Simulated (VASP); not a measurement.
**Mg$_{2}$Sn in VASP 6.6.1, single-point calculation**

INCAR

```
LCHARG = .FALSE.
ENCUT = 520
NELM = 58
SIGMA = 0.02
LASPH = .TRUE.
NSW = 0
LWAVE = .FALSE.
ISIF = 2
LREAL = .FALSE.
IBRION = -1
IVDW = 21
NBANDS = 16
PREC = Accurate
EDIFF = 1E-7
GGA = PE
ISMEAR = -1
```

KPOINTS

```
KPOINTS created by Atomic Simulation Environment
0
Gamma
6 6 6
0 0 0
```

POSCAR

```
Sn Mg
 1.0000000000000000
    -0.0329950527000000    3.3807395821999999    3.3807395821999999
     3.3807395821999999   -0.0329950527000000    3.3807395821999999
     3.3807395821999999    3.3807395821999999   -0.0329950527000000
 Sn  Mg
   1   2
Cartesian
 -0.0000000000000000 -0.0000000000000000  0.0000000000000000
  1.6868560900709983  1.6868560900709983  1.6868560900709981
  5.0416280216290019  5.0416280216290028  5.0416280216290028
```

The recommended PBE PAW datasets give the neutral cell 18 valence electrons.

Command

```
mpirun -np 1 vasp_std
```

OSZICAR

```
N       E                     dE             d eps       ncg     rms          rms(c)
DAV:   1     0.944399384145E+02    0.94440E+02   -0.82929E+03  1024   0.116E+03
DAV:   2    -0.357872110926E-01   -0.94476E+02   -0.91932E+02  1096   0.296E+02
DAV:   3    -0.750749242866E+01   -0.74717E+01   -0.74411E+01  1352   0.745E+01
DAV:   4    -0.769739718091E+01   -0.18990E+00   -0.18988E+00  1240   0.128E+01
DAV:   5    -0.770563614457E+01   -0.82390E-02   -0.82389E-02  1416   0.245E+00    0.322E+00
DAV:   6    -0.746352101395E+01    0.24212E+00   -0.21987E-01  1280   0.194E+00    0.178E+00
DAV:   7    -0.740261920659E+01    0.60902E-01   -0.18907E-01  1296   0.258E+00    0.479E-01
DAV:   8    -0.740422838570E+01   -0.16092E-02   -0.16480E-02  1296   0.144E+00    0.200E-01
DAV:   9    -0.740449022808E+01   -0.26184E-03   -0.11640E-03  1312   0.392E-01    0.465E-02
DAV:  10    -0.740451077358E+01   -0.20545E-04   -0.12449E-04  1128   0.648E-02    0.143E-02
DAV:  11    -0.740452600597E+01   -0.15232E-04   -0.51309E-05  1096   0.581E-02    0.873E-03
DAV:  12    -0.740452560476E+01    0.40121E-06   -0.13773E-06  1296   0.107E-02    0.794E-03
DAV:  13    -0.740452554660E+01    0.58162E-07   -0.24275E-06  1112   0.145E-02    0.553E-03
DAV:  14    -0.740452577454E+01   -0.22794E-06   -0.36496E-07  1352   0.544E-03    0.335E-03
DAV:  15    -0.740452577482E+01   -0.28103E-09   -0.81057E-09   568   0.674E-04
   1 F= -.82085086E+01 E0= -.82084708E+01  d E =-.755150E-04
```

From OUTCAR

```
k-points           NKPTS =     32   k-points in BZ     NKDIM =     32   number of bands    NBANDS=     16

   NELECT =      18.0000    total number of electrons

   dimension x,y,z NGX =    36 NGY =   36 NGZ =   36
   dimension x,y,z NGXF=    72 NGYF=   72 NGZF=   72

  energy-cutoff  :      520.00
  volume of cell :       78.41
      direct lattice vectors                 reciprocal lattice vectors
    -0.032995053  3.380739582  3.380739582    -0.145748911  0.147185399  0.147185399
     3.380739582 -0.032995053  3.380739582     0.147185399 -0.145748911  0.147185399
     3.380739582  3.380739582 -0.032995053     0.147185399  0.147185399 -0.145748911

 k-points in reciprocal lattice and weights: KPOINTS created by Atomic Simulation Env
   0.00000000  0.00000000  0.00000000       0.005
   0.16666667  0.00000000  0.00000000       0.028
   0.33333333  0.00000000  0.00000000       0.028
   0.50000000  0.00000000 -0.00000000       0.014
   0.16666667  0.16666667  0.00000000       0.028
   0.33333333  0.16666667 -0.00000000       0.056
   0.50000000  0.16666667  0.00000000       0.056
  -0.33333333  0.16666667 -0.00000000       0.056
   ...

 E-fermi :   4.0757

 k-point     1 :       0.0000    0.0000    0.0000
  band No.  band energies     occupation
      1     -16.7799      2.00000
      2     -16.7799      2.00000
      3     -16.7792      2.00000
      4     -16.7426      2.00000
      5     -16.7426      2.00000
      6      -4.8596      2.00000
      7       4.1550      0.03719
      8       4.1550      0.03719
      9       4.2384      0.00058
     10       5.5007      0.00000
     11       6.2517      0.00000
     12       6.2517      0.00000
     13       6.4220      0.00000
     14       8.1084      0.00000
     15       9.6072      0.00000
     16       9.6072      0.00000

 k-point     2 :       0.1667    0.0000    0.0000
  band No.  band energies     occupation
      1     -16.7796      2.00000
      2     -16.7791      2.00000
      3     -16.7785      2.00000
      4     -16.7426      2.00000
      5     -16.7424      2.00000
      6      -4.6420      2.00000
      7       2.3125      2.00000
      8       3.8655      1.99995
      9       3.9297      1.99865
     10       5.5109      0.00000
     11       6.6862      0.00000
     12       6.7912      0.00000
     13       7.5231      0.00000
     14       8.5383      0.00000
     15       8.6033      0.00000
     16       9.0563      0.00000

 k-point     3 :       0.3333    0.0000    0.0000
  band No.  band energies     occupation
      1     -16.7793      2.00000
      2     -16.7775      2.00000
      3     -16.7770      2.00000
      4     -16.7425      2.00000
      5     -16.7420      2.00000
      6      -4.0685      2.00000
      7       0.3272      2.00000
      8       3.4929      2.00000
      9       3.5407      2.00000
     10       4.9947      0.00000
     11       6.6144      0.00000
     12       6.6628      0.00000
     13       8.4313      0.00000
     14       9.2663      0.00000
     15       9.3694      0.00000
     16       9.7462      0.00000

 ...

  Total      -0.97040    -0.97040    -0.97040     0.15546     0.15546     0.15546
  in kB     -19.82825   -19.82825   -19.82825     3.17662     3.17662     3.17662
  external pressure =      -19.83 kB  Pullay stress =        0.00 kB

 POSITION                                       TOTAL-FORCE (eV/Angst)
 -----------------------------------------------------------------------------------
      0.00000      0.00000      0.00000         0.000000     -0.000000     -0.000000
      1.68686      1.68686      1.68686         0.003936      0.003936      0.003936
      5.04163      5.04163      5.04163        -0.003936     -0.003936     -0.003936
 -----------------------------------------------------------------------------------
    total drift:                                0.000000     -0.000000     -0.000000

  FREE ENERGIE OF THE ION-ELECTRON SYSTEM (eV)
  ---------------------------------------------------
  free  energy   TOTEN  =        -8.2085085900 eV

  energy  without entropy=       -8.2084330751  energy(sigma->0) =       -8.20847083
```

It converged. Results: gap between bands v and c on the k mesh -0.25 eV (bands overlap: a metal); least direct gap on the k mesh 1.26 eV; pressure -2.0 GPa. Band v is the last that the valence electrons fill when counted band by band, and c is the next.

For comparison, a separate PBE run of the intended cell, on usual settings and not on those above, gives a gap of -0.25 eV on its mesh and a pressure of 0.2 GPa.

The run above took about 92 s on one core of a shared host (Intel Xeon Platinum 8488C) and held 0.22 GiB at most.
